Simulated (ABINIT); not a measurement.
# WC (Qusongite) (P-6m2) in ABINIT: further runs

The runs below take WC (Qusongite) through band structure, equation of state, with AM05, RPBE+D3(BJ).

Everything below comes from runs of ABINIT 10.8.3 (patched build). Logs are shortened: lines on timing, memory, paths and dates and some standing lists are left out, and cuts for length are marked. The log counts tension as positive stress, the text compression.

## Step 1: The crystal as given

Symmetry: P-6m2, No. 187, hexagonal system. Conventional cell: a = 2.907 Å, b = 2.907 Å, c = 2.837 Å, α = 90.00°, β = 90.00°, γ = 120.00°. W (site symmetry -6m2) is surrounded by 6 C at 2.20 Å. C (site symmetry -6m2) is surrounded by 6 W at 2.20 Å.

## Step 2: Band structure, AM05

run.abi reads:

```
# Datasets: ground state, then fixed potential
ndtset 2

# Pseudopotentials
pp_dirpath "./"
pseudos "W.GGA_PBE-JTH.xml, C.GGA_PBE-JTH.xml"

# Structure
acell 3*1.0 Angstrom
rprim
     2.9065000000     0.0000000000     0.0000000000
    -1.4532500000     2.5171028361     0.0000000000
     0.0000000000     0.0000000000     2.8366000000
ntypat 2
znucl 74 6
natom 2
typat 1 2
xcart
     0.0000000000     0.0000000000     0.0000000000
     1.4532500001     0.8390342786     1.4183000000 Angstrom

# Plane-wave basis
ecut 20.0
pawecutdg 40.0

# Exchange and correlation
ixc -120135

# Bands and occupations
occopt 3
tsmear 0.05 eV

# SCF cycle
nstep 100

# Output
iomode 3
prtwf 0
prteig 0
prtebands 0
prtden1 1

# Dataset 1
kptopt1 1
ngkpt1 10 10 9
nshiftk1 1
shiftk1 0.0 0.0 0.0
nband1 13
tolvrs1 1.0e-9

# Dataset 2: bands along G-M-K-G-A-L-H-A
iscf2 -2
getden2 1
nband2 17
nbdbuf2 2
tolwfr2 1.0e-12
kptopt2 -7
ndivsm2 6
prteig2 1
prtvol2 -3
kptbounds2
     0.0000000000     0.0000000000     0.0000000000
     0.5000000000     0.0000000000     0.0000000000
     0.3333333333     0.3333333333     0.0000000000
     0.0000000000     0.0000000000     0.0000000000
     0.0000000000     0.0000000000     0.5000000000
     0.5000000000     0.0000000000     0.5000000000
     0.3333333333     0.3333333333     0.5000000000
     0.0000000000     0.0000000000     0.5000000000
```

Potentials or basis: JTH PAW PBE v2.0.

On the command line:

```bash
$ abinit run.abi > log 2>&1
```

run.abo:

```text
.Version 10.8.3 of ABINIT
 DATASET    1 : space group P-6 m 2 (#187); Bravais hP (primitive hexag.)
================================================================================
 Values of the parameters that define the memory need for DATASET  1.
     intxc =       0    ionmov =       0      iscf =      17    lmnmax =      18
     lnmax =       6     mgfft =      24  mpssoang =       3    mqgrid =    3001
     natom =       2  nloc_mem =       2    nspden =       1   nspinor =       1
    nsppol =       1      nsym =      12    n1xccc =       1    ntypat =       2
    occopt =       3   xclevel =       2
       mpw =         617          nfft =       13824          nkpt =          70
 PAW method is used; the additional fine FFT grid is defined by:
   mgfftf=        32    nfftf =     32768
================================================================================
================================================================================

 DATASET    2 : space group P-6 m 2 (#187); Bravais hP (primitive hexag.)
================================================================================
 Values of the parameters that define the memory need for DATASET  2.
     intxc =       0    ionmov =       0      iscf =      -2    lmnmax =      18
     lnmax =       6     mgfft =      24  mpssoang =       3    mqgrid =    3001
     natom =       2  nloc_mem =       2    nspden =       1   nspinor =       1
    nsppol =       1      nsym =      12    n1xccc =       1    ntypat =       2
    occopt =       3   xclevel =       2
       mpw =         617          nfft =       13824          nkpt =          66
 PAW method is used; the additional fine FFT grid is defined by:
   mgfftf=        32    nfftf =     32768
================================================================================
================================================================================

--------------------------------------------------------------------------------
------------- Echo of variables that govern the present computation ------------
--------------------------------------------------------------------------------
 -outvars: echo values of preprocessed input variables --------
            acell      1.8897261259E+00  1.8897261259E+00  1.8897261259E+00 Bohr
              amu      1.83850000E+02  1.20110000E+01
             ecut      2.00000000E+01 Hartree
           getden1          0
           getden2          1
             iscf1         17
             iscf2         -2
              ixc     -120135
           jdtset        1    2
           kptopt1          1
           kptopt2         -7
         kptrlatt       10    0    0      0   10    0      0    0    9
          kptrlen1     4.82435742E+01
          kptrlen2     3.00000000E+01
            natom           2
            nband1         13
            nband2         17
           nbdbuf1          0
           nbdbuf2          2
           ndtset           2
           ndivsm1          0
           ndivsm2          6
            ngfft          24      24      24
          ngfftdg          32      32      32
             nkpt1         70
             nkpt2         66
            nstep         100
             nsym          12
           ntypat           2
           occopt           3
        pawecutdg      4.00000000E+01 Hartree
         pawxcdev           0
        prtebands           0
           prteig1          0
           prteig2          1
           prtvol1          0
           prtvol2         -3
            prtwf           0
            rprim      2.9065000000E+00  0.0000000000E+00  0.0000000000E+00
                      -1.4532500000E+00  2.5171028361E+00  0.0000000000E+00
                       0.0000000000E+00  0.0000000000E+00  2.8366000000E+00
           shiftk1     0.00000000E+00  0.00000000E+00  0.00000000E+00
           shiftk2     5.00000000E-01  5.00000000E-01  5.00000000E-01
          spgroup         187
           tolvrs1     1.00000000E-09
           tolvrs2     0.00000000E+00
           tolwfr1     0.00000000E+00
           tolwfr2     1.00000000E-12
           tsmear      1.83746611E-03 Hartree
            typat      1  2
           useylm           1
           xangst      0.0000000000E+00  0.0000000000E+00  0.0000000000E+00
[... 235 lines left out ...]
         ecut(hartree)=     20.000   => boxcut(ratio)=   2.17051

 Fine grid specifications (used for densities):

 getcut: wavevector=  0.0000  0.0000  0.0000  ngfft=  32  32  32
         ecut(hartree)=     40.000   => boxcut(ratio)=   2.04638
--------------------------------------------------------------------------------

================================================================================
 Non-SCF case, kpt    1 (  0.00000  0.00000  0.00000), residuals and eigenvalues=
  5.55E-13  2.12E-13  9.75E-13  5.08E-13  2.74E-13  3.26E-13  4.08E-13  4.25E-13
  2.51E-13  6.58E-13  1.02E-13  7.04E-13  2.05E-13  8.80E-14  6.81E-13  5.95E-11
  8.16E-10
 -2.3594E+00 -1.0347E+00 -1.0308E+00 -1.0308E+00 -1.6973E-01  2.0099E-01
  2.3819E-01  2.3819E-01  3.6507E-01  4.7901E-01  4.7901E-01  5.6870E-01
  5.6870E-01  5.9775E-01  8.8589E-01  9.7627E-01  9.7627E-01
 Non-SCF case, kpt    2 (  0.05000  0.00000  0.00000), residuals and eigenvalues=
  5.27E-13  4.93E-13  2.14E-13  5.20E-13  3.43E-13  9.33E-13  2.79E-13  1.73E-13
  2.54E-13  4.54E-13  9.02E-14  4.90E-13  9.66E-13  6.20E-13  4.33E-13  2.82E-11
  9.26E-10
[... 437 lines left out ...]
 Non-SCF case, kpt   65 (  0.02778  0.02778  0.50000), residuals and eigenvalues=
  9.05E-13  6.24E-13  1.27E-13  4.87E-13  4.87E-13  1.20E-13  5.39E-13  2.03E-13
  5.47E-13  7.74E-13  4.18E-13  2.95E-13  4.93E-13  4.94E-13  5.05E-13  5.63E-12
  2.74E-05
 -2.3578E+00 -1.0619E+00 -1.0290E+00 -1.0285E+00 -2.0406E-02  4.4224E-02
  2.8386E-01  2.8528E-01  3.3444E-01  3.4151E-01  4.9974E-01  5.2702E-01
  5.3211E-01  7.3371E-01  7.9995E-01  1.0011E+00  1.2145E+00
 Non-SCF case, kpt   66 (  0.00000  0.00000  0.50000), residuals and eigenvalues=
  4.58E-13  7.46E-13  2.86E-13  6.85E-13  1.90E-13  2.80E-13  2.54E-13  2.40E-13
  4.79E-13  2.21E-13  3.35E-13  6.20E-13  4.65E-13  2.52E-13  8.19E-14  1.68E-12
  5.15E-06
 -2.3579E+00 -1.0621E+00 -1.0283E+00 -1.0283E+00 -1.9614E-02  4.1315E-02
  2.8697E-01  2.8697E-01  3.3864E-01  3.3864E-01  4.9663E-01  5.2730E-01
  5.2730E-01  7.2875E-01  7.9430E-01  1.0024E+00  1.2177E+00

--- !ResultsGS
iteration_state: {dtset: 2, }
comment   : Summary of ground state results
lattice_vectors:
- [  5.4924890,   0.0000000,   0.0000000, ]
- [ -2.7462445,   4.7566350,   0.0000000, ]
- [  0.0000000,   0.0000000,   5.3603971, ]
lattice_lengths: [   5.49249,    5.49249,    5.36040, ]
lattice_angles: [ 90.000,  90.000, 120.000, ] # degrees, (23, 13, 12)
lattice_volume:   1.4004448E+02
convergence: {deltae:  0.000E+00, res2:  0.000E+00, residm:  9.972E-13, diffor:  0.000E+00, }
etotal    :  -7.48321793E+01
entropy   :   0.00000000E+00
fermie    :   3.60388734E-01
cartesian_stress_tensor: null
pressure_GPa: null
xred      :
- [  0.0000E+00,   0.0000E+00,   0.0000E+00,  W]
- [  6.6667E-01,   3.3333E-01,   5.0000E-01,  C]
cartesian_forces: null
force_length_stats: {min: null, max: null, mean: null, }
...

 Integrated electronic density in atomic spheres:
 ------------------------------------------------
 Atom  Sphere_radius  Integrated_density
    1        2.41189         11.88888156
    2        1.50737          2.44131862

================================================================================

 ----iterations are completed or convergence reached----

 Mean square residual over all n,k,spin=   45.029E-14; max=  99.716E-14
 reduced coordinates (array xred) for    2 atoms
       0.000000000000      0.000000000000      0.000000000000
       0.666666666667      0.333333333333      0.500000000000

 cartesian coordinates (angstrom) at end:
    1      0.00000000000000     0.00000000000000     0.00000000000000
    2      1.45325000000000     0.83903427870000     1.41830000000000
 length scales=  1.889726125908  1.889726125908  1.889726125908 bohr
              =  1.000000000000  1.000000000000  1.000000000000 angstroms
 Eigenvalues (hartree) for nkpt=  66  k points:
 kpt#   1, nband= 17, wtk=  1.00000, kpt=  0.0000  0.0000  0.0000 (reduced coord)
  -2.35938   -1.03475   -1.03078   -1.03078   -0.16973    0.20099    0.23819    0.23819
   0.36507    0.47901    0.47901    0.56870    0.56870    0.59775    0.88589    0.97627
   0.97627
 kpt#   2, nband= 17, wtk=  1.00000, kpt=  0.0500  0.0000  0.0000 (reduced coord)
  -2.35933   -1.03465   -1.03156   -1.03096   -0.16727    0.20194    0.23454    0.24047
   0.35715    0.47811    0.48774    0.56347    0.56693    0.60528    0.88014    0.98141
   0.98732
 kpt#   3, nband= 17, wtk=  1.00000, kpt=  0.1000  0.0000  0.0000 (reduced coord)
  -2.35918   -1.03436   -1.03380   -1.03146   -0.16006    0.20219    0.22726    0.24719
   0.33873    0.47556    0.50839    0.54958    0.56203    0.62559    0.86961    0.99636
   1.01214
 kpt#   4, nband= 17, wtk=  1.00000, kpt=  0.1500  0.0000  0.0000 (reduced coord)
  -2.35894   -1.03724   -1.03391   -1.03225   -0.14856    0.19311    0.22705    0.25791
   0.31696    0.47166    0.53068    0.53304    0.55503    0.65384    0.86235    1.01978
   1.03767
 kpt#   5, nband= 17, wtk=  1.00000, kpt=  0.2000  0.0000  0.0000 (reduced coord)
[... 233 lines left out ...]
   0.31011    0.36462    0.51760    0.52824    0.56614    0.76830    0.83812    0.98756
   1.17253
 kpt#  64, nband= 17, wtk=  1.00000, kpt=  0.0556  0.0556  0.5000 (reduced coord)
  -2.35769   -1.06152   -1.03090   -1.02891   -0.02269    0.05267    0.27448    0.28120
   0.32365    0.35015    0.50763    0.52686    0.54573    0.74776    0.81561    0.99663
   1.20310
 kpt#  65, nband= 17, wtk=  1.00000, kpt=  0.0278  0.0278  0.5000 (reduced coord)
  -2.35783   -1.06193   -1.02897   -1.02845   -0.02041    0.04422    0.28386    0.28528
   0.33444    0.34151    0.49974    0.52702    0.53211    0.73371    0.79995    1.00109
   1.21449
 kpt#  66, nband= 17, wtk=  1.00000, kpt=  0.0000  0.0000  0.5000 (reduced coord)
  -2.35788   -1.06207   -1.02830   -1.02830   -0.01961    0.04131    0.28697    0.28697
   0.33864    0.33864    0.49663    0.52730    0.52730    0.72875    0.79430    1.00235
   1.21766

== END DATASET(S) ==============================================================
================================================================================

 -outvars: echo values of variables after computation  --------
            acell      1.8897261259E+00  1.8897261259E+00  1.8897261259E+00 Bohr
           etotal1    -7.4832179274E+01
            fcart1    -0.0000000000E+00 -0.0000000000E+00 -0.0000000000E+00
                      -0.0000000000E+00 -0.0000000000E+00 -0.0000000000E+00
            rprim      2.9065000000E+00  0.0000000000E+00  0.0000000000E+00
                      -1.4532500000E+00  2.5171028361E+00  0.0000000000E+00
                       0.0000000000E+00  0.0000000000E+00  2.8366000000E+00
           strten1     1.5647993853E-04  1.5647993851E-04  1.9095287900E-04
                       0.0000000000E+00  0.0000000000E+00  0.0000000000E+00
           xangst      0.0000000000E+00  0.0000000000E+00  0.0000000000E+00
                       1.4532500000E+00  8.3903427870E-01  1.4183000000E+00
             xred      0.0000000000E+00  0.0000000000E+00  0.0000000000E+00
                       6.6666666667E-01  3.3333333333E-01  5.0000000000E-01
 Calculation completed.
```

Wall time 23 s (1 thread of Intel Xeon 6975P-C (Granite Rapids), shared host); peak memory 0.11 GiB.

Results:

| Property | Result |
| --- | --- |
| Free energy | -2036.2873 eV |
| Pressure | -4.9 GPa |
| Band gap on the k mesh | none (metal or under the smearing width) |
| Valence electrons inside the program's atomic spheres | W 11.89; C 2.44 |

Levels at the corners of the path, in eV from the Fermi level:
```
point  band 5  band 6  band 7  band 8  band 9  band 10  band 11  band 12  band 13  band 14
    Γ  -14.43   -4.34   -3.33   -3.33    0.13     3.23     3.23     5.67     5.67     6.46
    M  -11.03   -7.05   -3.61   -3.59   -0.43     2.33     4.54     4.91     6.90     9.71
    K  -10.26   -6.59   -4.60   -3.43    0.59     1.02     2.07     3.24     9.23    15.24
    Γ  -14.43   -4.34   -3.33   -3.33    0.13     3.23     3.23     5.67     5.67     6.46
    A  -10.34   -8.68   -2.00   -2.00   -0.59    -0.59     3.71     4.54     4.54    10.02
    L  -11.22   -6.47   -4.31   -4.19    0.28     4.45     5.33     6.68     9.22    10.08
    H  -10.86   -7.25   -5.41   -1.60   -0.65     4.42     6.44     7.63     9.07    10.12
    A  -10.34   -8.68   -2.00   -2.00   -0.59    -0.59     3.71     4.54     4.54    10.02
```

Caveat: the PAW data sets were made with another functional, which shifts forces and pressure a little; spin-orbit coupling is left out, which moves the levels of the heavy elements.

## Step 3: Equation of state, RPBE+D3(BJ)

run.py reads:

```python
import json, os
import numpy as np
from ase.eos import EquationOfState
from ase.units import GPa
from ase.calculators.mixing import SumCalculator
from dftd3.ase import DFTD3
from ase.calculators.abinit import Abinit, AbinitProfile
from ase import Atoms

atoms = Atoms(['W', 'C'],
              cell=[[2.9065, 0.0, 0.0], [-1.45325, 2.5171028361, 0.0], [0.0, 0.0, 2.8366]],
              scaled_positions=[[0.0, 0.0, 0.0], [0.6666666667, 0.3333333333, 0.5]],
              pbc=True)

profile = AbinitProfile(command='abinit', pp_paths=[os.path.abspath('pseudos')])
params = dict(
    pps='pawxml', xc='PBE',
    ecut=544.2277,
    pawecutdg=1088.4554,
    kptopt=1,
    ngkpt=[10, 10, 9],
    nshiftk=1,
    shiftk=[0.0, 0.0, 0.0],
    ixc=15,
    nband=13,
    occopt=3,
    tsmear=0.05,
    nstep=100,
    tolvrs=1e-09,
    prtwf=0,
    prtden=0,
)

cell0 = atoms.cell.copy()
volumes, energies = [], []
for i, x in enumerate([0.94, 0.96, 0.98, 1.0, 1.02, 1.04, 1.06]):
    atoms.set_cell(cell0 * x ** (1 / 3), scale_atoms=True)
    atoms.calc = SumCalculator([Abinit(profile=profile, directory=f'v{i}', **params), DFTD3(method='rpbe', damping='d3bj')])
    volumes.append(atoms.get_volume() / len(atoms))
    dft, disp = atoms.calc.mixer.calcs
    energies.append((dft.get_property('free_energy', atoms) + disp.get_property('energy', atoms)) / len(atoms))
    print(f'{x:5.2f} {volumes[-1]:10.5f} A^3/atom {energies[-1]:14.6f} eV/atom', flush=True)
    json.dump(dict(volumes=volumes, energies=energies), open('results.json', 'w'))
v0, e0, b0 = EquationOfState(volumes, energies, eos='birchmurnaghan').fit()
print(f'V0 {v0:.4f} A^3/atom  E0 {e0:.6f} eV/atom  B0 {b0 / GPa:.2f} GPa')
```

Potentials or basis: JTH PAW PBE v2.0.

On the command line:

```bash
$ python run.py
```

Run time: 92 s. Hardware: 1 thread of Intel Xeon 6975P-C (Granite Rapids), shared host; peak memory 0.11 GiB.

The run converged. Its results:

| Property | Result |
| --- | --- |
| Equilibrium volume | 9.61 Å³/atom (rough: see the caveat) |
| Bulk modulus at fixed shape and positions | 479 GPa (rough) |

Energy against volume, from the lowest point:
```
volume (Å³/atom)  energy (meV/atom)
           9.754               0.00
           9.961              14.99
          10.169              40.98
          10.376              76.98
          10.584             121.94
          10.791             174.89
          10.999             234.91
```

Caveat: pressures at fixed basis lie under the slope of the energies; the minimum lies outside the volumes run; the log and the count of SCF iterations are those of the last ABINIT call alone; the cell was scaled at fixed shape and fractional positions, which overstates the stiffness of a crystal with free parameters, most of all of layers and chains; the PAW data sets were made with another functional, which shifts forces and pressure a little. Spin-orbit coupling is left out, which matters for the levels of W.
